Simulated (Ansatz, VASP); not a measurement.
**Ca in VASP and in Ansatz**

```xyz
1
Lattice="-2.2016 2.2016 2.2016 2.2016 -2.2016 2.2016 2.2016 2.2016 -2.2016" Properties=species:S:1:pos:R:3 pbc="T T T"
Ca    0.0000    0.0000    0.0000
```

Alike in both runs: task single point; functional RPBE; k mesh 11 × 11 × 11; occupations fermi-dirac, width 0.1 eV; no spin polarisation.

|  | VASP | Ansatz |
| --- | --- | --- |
| version | VASP 6.6.1 | Ansatz 0.2.0 |
| potentials or method | VASP PAW PBE potentials, release 64 (Ca_sv) | plane waves (420 eV) with PAW, scalar-relativistic |
| plane-wave cutoff (eV) | 520 | 420 |
| valence electrons in the cell | 10 | 10 |

|  | VASP | Ansatz | Ansatz less VASP |
| --- | --- | --- | --- |
| pressure (GPa) | 0.7 | 0.7 | -0.02 |

With one functional, cell and mesh, what is left measures potentials, basis and numerics.

Caveats: the PAW data sets were made with another functional, which shifts forces and pressure a little (VASP).
